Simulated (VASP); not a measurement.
Here is a VASP 6.6.1 calculation.

INCAR

```
SYSTEM = Si36Mo17
ALGO = Fast
EDIFF = 1E-6
EDIFFG = -0.01
ENCUT = 520
GGA = PE
IBRION = 2
ISIF = 2
ISMEAR = 1
LASPH = .True.
LCHARG = .False.
LREAL = .False.
LWAVE = .False.
NELM = 100
NSW = 40
PREC = Accurate
SIGMA = 0.1
```

KPOINTS

```
k-points
0
Gamma
  3 3 3
  0 0 0
```

Contents of POSCAR:

```
Si36Mo17
1.0
    9.6000000000      0.0000000000      0.0000000000
    0.0000000000      9.6000000000      0.0000000000
    0.0000000000      0.0000000000      7.8610000000
Si Mo
36 17
Direct
    1.0000000000      0.0000000000      0.3330000000
    0.3333333333      0.0000000000      0.3330000000
    0.6666666667      0.0000000000      0.3330000000
    0.0000000000      0.3333333333      0.3330000000
    0.1666666667      0.1666666667      0.8330000000
    0.3333333333      0.3333333333      0.3330000000
    0.5000000000      0.1666666667      0.8330000000
    0.6666666667      0.3333333333      0.3330000000
    0.8333333333      0.1666666667      0.8330000000
    1.0000000000      0.6666666667      0.3330000000
    0.1666666667      0.5000000000      0.8330000000
    0.3333333333      0.6666666667      0.3330000000
    0.5000000000      0.5000000000      0.8330000000
    0.6666666667      0.6666666667      0.3330000000
    0.8333333333      0.5000000000      0.8330000000
    0.1666666667      0.8333333333      0.8330000000
    0.5000000000      0.8333333333      0.8330000000
    0.8333333333      0.8333333333      0.8330000000
    0.0000000000      1.0000000000      0.6670000000
    0.3333333333      0.0000000000      0.6670000000
    0.6666666667      0.0000000000      0.6670000000
    0.0000000000      0.3333333333      0.6670000000
    0.1666666667      0.1666666667      0.1670000000
    0.3333333333      0.3333333333      0.6670000000
    0.5000000000      0.1666666667      0.1670000000
    0.6666666667      0.3333333333      0.6670000000
    0.8333333333      0.1666666667      0.1670000000
    0.0000000000      0.6666666667      0.6670000000
    0.1666666667      0.5000000000      0.1670000000
    0.3333333333      0.6666666667      0.6670000000
    0.5000000000      0.5000000000      0.1670000000
    0.6666666667      0.6666666667      0.6670000000
    0.8333333333      0.5000000000      0.1670000000
    0.1666666667      0.8333333333      0.1670000000
    0.5000000000      0.8333333333      0.1670000000
    0.8333333333      0.8333333333      0.1670000000
    0.6666666667      0.0000000000      0.0000000000
    0.0000000000      0.3333333333      0.0000000000
    0.1666666667      0.1666666667      0.5000000000
    0.3333333333      0.3333333333      0.0000000000
    0.5000000000      0.1666666667      0.5000000000
    0.6666666667      0.3333333333      0.0000000000
    0.8333333333      0.1666666667      0.5000000000
    0.0000000000      0.6666666667      0.0000000000
    0.1666666667      0.5000000000      0.5000000000
    0.3333333333      0.6666666667      0.0000000000
    0.5000000000      0.5000000000      0.5000000000
    0.6666666667      0.6666666667      0.0000000000
    0.8333333333      0.5000000000      0.5000000000
    0.1666666667      0.8333333333      0.5000000000
    0.5000000000      0.8333333333      0.5000000000
    0.8333333333      0.8333333333      0.5000000000
    0.1666666666      0.0000000000      0.0000000000
```

Potentials or basis: VASP PAW PBE potentials, release 64 (Si, Mo_sv).

Command:

```sh
$ cat potpaw_PBE.64/Si/POTCAR potpaw_PBE.64/Mo_sv/POTCAR > POTCAR
$ mpirun -np 8 vasp_std > vasp.out
```

Problem. Estimate the energy gained by relaxing.

Solution. 80.8 meV/atom.

Problem. What does it give for the band gap on the k mesh?

Solution. None (metal or under the smearing width).

The path:
```tsv
step	energy change (eV)	largest force (eV/Å)	pressure (GPa)
1	0.0000	7.0883	6.04
2	-3.5425	1.6682	4.91
3	-3.7486	0.8179	4.77
4	-4.0494	0.4078	4.58
5	-4.1099	0.5975	4.53
6	-4.2185	0.2034	4.33
7	-4.2315	0.3194	4.25
8	-4.2708	0.0982	4.11
9	-4.2723	0.1232	4.08
10	-4.2797	0.0331	4.07
11	-4.2802	0.0365	4.07
12	-4.2810	0.0193	4.07
13	-4.2810	0.0229	4.07
14	-4.2811	0.0063	4.07
```
